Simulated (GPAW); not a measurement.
Runs of GPAW 26.7.0 on AgBr. The structure is cubic, space group Fm-3m (No. 225). Conventional cell: a = 5.740 Å, b = 5.740 Å, c = 5.740 Å, α = 90.00°, β = 90.00°, γ = 90.00°. Ag (site symmetry m-3m) is surrounded by 6 Br at 2.87 Å. Br (site symmetry m-3m) has 6 Ag at 2.87 Å as nearest neighbours. 

```tsv
task	level	potentials or basis	spin	cell	k mesh	eigensolver	optimizer	fmax	max steps	convergence	gap on the mesh (eV)	pressure (GPa)	relaxed volume (Å³/atom)
relaxation of cell and atoms	BLYP	PAW data sets generated in the run's folder for this functional, pw	off	relaxed	8 × 8 × 8	davidson	BFGS	0.05 eV/Å	60	density=1e-05 forces=0.0001	0.74	0.1	27.09
band structure	r2SCAN	GPAW PAW data sets (gpaw-data 1.2.1), pw	off	as given	8 × 8 × 8	-	-	-	-	-	1.25	1.4	-
band structure	BLYP	PAW data sets generated in the run's folder for this functional, pw	off	as given	8 × 8 × 8	davidson	-	-	-	-	0.71	(a)	-
relaxation of cell and atoms	BLYP+D3(BJ)	PAW data sets generated in the run's folder for this functional, pw	off	relaxed	8 × 8 × 8	davidson	BFGS	0.05 eV/Å	100	density=1e-05 forces=0.0001	0.71	0.0	23.88
relaxation of cell and atoms	revPBE+D3(BJ)	the program's PAW data sets (release 1.2.1) made for this functional, pw	off	relaxed	8 × 8 × 8	-	FIRE	0.01 eV/Å	60	density=1e-05 forces=0.0001	0.78	-0.1	23.43
relaxation of cell and atoms	revPBE+D4	the program's PAW data sets (release 1.2.1) made for this functional, pw	off	relaxed	8 × 8 × 8	-	LBFGS	0.02 eV/Å	40	density=1e-05 forces=0.0001	0.78	0.0	-
band structure	r2SCAN	GPAW PAW data sets (gpaw-data 1.2.1), pw	SOC, no magnetisation	as given	6 × 6 × 6	-	-	-	-	-	(b)	1.4	-
relaxation of cell and atoms	PBEsol+D4	PAW data sets generated in the run's folder for this functional, pw	off	relaxed to -1 GPa	8 × 8 × 8	-	FIRE	0.05 eV/Å	40	density=1e-05 forces=0.0001	0.48	-1.2	-
```

Alike in all rows: cutoff (eV) 600; smearing fermi-dirac 0.05 eV.

Q: Estimate the missing entries.

A: (a) 6.3; (b) 1.17.

Caveats: later steps reuse the first step's grids (some runs); the PAW data sets were made with another functional, which shifts forces and pressure a little (some runs); the volume moved by +15 % from the deposited cell, more than functionals usually miss (some runs); the relaxation stopped at its first step, so nothing moved (some runs); spin-orbit coupling was added after a scalar SCF, so levels and gaps hold it while energy, forces, pressure and moments don't (some runs); this program's spin-orbit splittings come out too wide for heavy elements (some runs).

A k mesh can miss the band edges, and rows without SOC leave out spin-orbit coupling on Ag, Br.

Runs at the PBE level aren't shown here.
